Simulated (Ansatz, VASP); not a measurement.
Two plane-wave programs on Cu

The input POSCAR:

```
Cu
1.0
    0.0000000000      1.8075000000      1.8075000000
    1.8075000000      0.0000000000      1.8075000000
    1.8075000000      1.8075000000      0.0000000000
Cu
1
Direct
    0.0000000000      0.0000000000      0.0000000000
```

File INCAR.step1:

```
PREC = Accurate
ENCUT = 520
ISMEAR = 0
SIGMA = 0.15
LREAL = F
LASPH = T
NELM = 80
NBANDS = 12
GGA = PE
ALGO = Normal
EDIFF = 1E-4
LWAVE = T
LCHARG = F
```

Contents of INCAR.step2:

```
PREC = Accurate
ENCUT = 520
EDIFF = 1E-6
ISMEAR = 0
SIGMA = 0.15
LREAL = F
LASPH = T
NELM = 80
ALGO = Normal
ISIF = 2
LWAVE = F
LCHARG = F
METAGGA = R2SCAN
LMIXTAU = T
NBANDS = 12
ISTART = 1
```

The input KPOINTS:

```
regular mesh
0
Gamma
  22 22 22
```

Input for Ansatz:

```yaml
crystal:
  lattice:
    - [0.0, 1.8075, 1.8075]
    - [1.8075, 0.0, 1.8075]
    - [1.8075, 1.8075, 0.0]
  atoms:
    - { symbol: Cu, position: [0.0, 0.0, 0.0] }
basis:
  ecutwfc: 500
kpoints:
  mp_grid: { grid: [22, 22, 22] }
hamiltonian:
  xc: r2scan
scf:
  occupations: { method: gaussian, width: 0.15 }
output:
  forces: true
  stress: true
  eigenvalues: true
```

Alike in both runs: task single point; functional r2SCAN; k mesh 22 × 22 × 22; occupations gaussian, width 0.15 eV; no spin polarisation.

```csv
,VASP,Ansatz
version,VASP 6.6.1,Ansatz 0.2.0
potentials or method,"VASP PAW PBE potentials, release 64 (Cu)","scalar-relativistic, plane waves, PAW"
plane-wave cutoff (eV),520,500
valence electrons in the cell,11,19
```

|  | VASP | Ansatz | Ansatz less VASP |
| --- | --- | --- | --- |
| gap on the k mesh at the Fermi level (eV) | none | none | - |
| pressure (GPa) | -4.4 | -4.8 | -0.44 |

A gap of «none» marks a metal or a gap that the smearing closes. The functional is the same, so the differences come from potentials, cutoffs and numerics. The two sets of potentials don't hold the same shells in valence.

Caveats: the PAW data sets were made with another functional, which shifts forces and pressure a little (VASP).
